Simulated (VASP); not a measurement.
The system is Mg.

```
Mg
1.0
     3.08686    0.00000    0.00000
     1.54343    2.67330    0.00000
     1.54343    0.89110    2.52041
Mg
1
Direct
  0.00000 0.00000 0.00000
```

This isn't the form of Mg at room conditions, which is hcp.

The cell isn't the ideal one: volume scaled by 0.92.

| Quantity | Value |
| --- | --- |
| Program | VASP 6.6.1 |
| Task | relaxation of cell and atoms |
| Functional | rev-vdW-DF2 |
| Potentials or basis | VASP PAW PBE potentials, release 64 (Mg) |
| Cutoff | 600 eV |
| k mesh | 10 × 10 × 10 |
| Occupations | fermi-dirac, width 0.05 eV |
| Spin | no spin polarisation |

At the start: pressure 4.0 GPa; volume 20.80 Å³/atom.

How do energy, volume and symmetry change on relaxing?

Over 3 steps the energy falls by 22.8 meV/atom and the volume is 22.83 Å³/atom (+9.8 %); space group Fm-3m (No. 225, to 0.05 Å).

Step by step:
```csv
step,energy change (eV),largest force (eV/Å),pressure (GPa),volume (Å³)
1,0.0000,0.0000,3.96,20.80
2,-0.0220,0.0000,0.68,22.38
3,-0.0228,0.0000,-0.05,22.83
```

Final structure:
```yaml
crystal:
  lattice:
    - [3.18434, 0.00000, 0.00000]
    - [1.59217, 2.75772, 0.00000]
    - [1.59217, 0.91924, 2.60001]
  atoms:
    - { symbol: Mg, position: [0.00000, 0.00000, 0.00000] }
```

Caveat: the PAW data sets were made with another functional, which shifts forces and pressure a little.
